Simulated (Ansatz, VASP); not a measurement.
Nb: VASP beside Ansatz

The input INCAR:

```
SYSTEM = Nb
ALGO = Normal ; EDIFF = 1E-7
EDIFFG = -0.05 ; ENCUT = 600
GGA = PS ; IBRION = 2
ISIF = 3 ; ISMEAR = 0
LASPH = .TRUE. ; LCHARG = .FALSE.
LREAL = .FALSE. ; LWAVE = .FALSE.
NELM = 100 ; NSW = 100
PREC = Accurate ; SIGMA = 0.1
```

File KPOINTS:

```
k-points
0
G
  9 9 4
  0 0 0
```

POSCAR

```
Nb
1.0
    2.9077812200      0.0000000000      0.0000000000
   -1.4538906100      2.5182124100      0.0000000000
    0.0000000000      0.0000000000      4.6306775800
Nb
2
Direct
    0.3333333300      0.6666666700      0.2500000000
    0.6666666700      0.3333333300      0.7500000000
```

Input for Ansatz:

```yaml
crystal:
  lattice:
    - [2.90778122, 0.0, 0.0]
    - [-1.45389061, 2.51821241, 0.0]
    - [0.0, 0.0, 4.63067758]
  atoms:
    - { symbol: Nb, position: [0.33333333, 0.66666667, 0.25] }
    - { symbol: Nb, position: [0.66666667, 0.33333333, 0.75] }
basis:
  ecutwfc: 420
kpoints:
  mp_grid: { grid: [9, 9, 4] }
hamiltonian:
  xc: pbesol
scf:
  occupations: { method: gaussian, width: 0.1 }
output:
  forces: true
  stress: true
  eigenvalues: true
relax:
  adjacent_minimum: "off"
  f_tol: 0.05
  max_steps: 80
  cell: { stress_tol: 0.5 }
```

The cell was built by a generator and needn't be a form met in nature.

Alike in both runs: task relaxation of cell and atoms; functional PBEsol; k mesh 9 × 9 × 4; occupations gaussian, width 0.1 eV; no spin polarisation.

```csv
,VASP,Ansatz
version,VASP 6.6.1,Ansatz 0.2.0
potentials or method,"VASP PAW PBE potentials, release 64 (Nb_sv)","scalar-relativistic, plane waves, PAW"
plane-wave cutoff (eV),600,420
valence electrons in the cell,26,26
```

VASP gave:

```
gap on the k mesh at the Fermi level, each at its own relaxed structure (eV) : none
relaxed volume (Å³/atom)                                                     : 17.99
relaxed cell length with the largest relative difference (Å)                 : 2.812
energy change over the relaxation (meV/atom)                                 : -112
```

**Question.** Estimate Ansatz's values.

**Answer.** gap on the k mesh at the Fermi level, each at its own relaxed structure (eV): none; relaxed volume (Å³/atom): 18.01; relaxed cell length with the largest relative difference (Å): 2.816; energy change over the relaxation (meV/atom): -115.

A gap of «none» marks a metal or a gap that the smearing closes.

Caveats: the PAW data sets were made with another functional, which shifts forces and pressure a little (VASP).
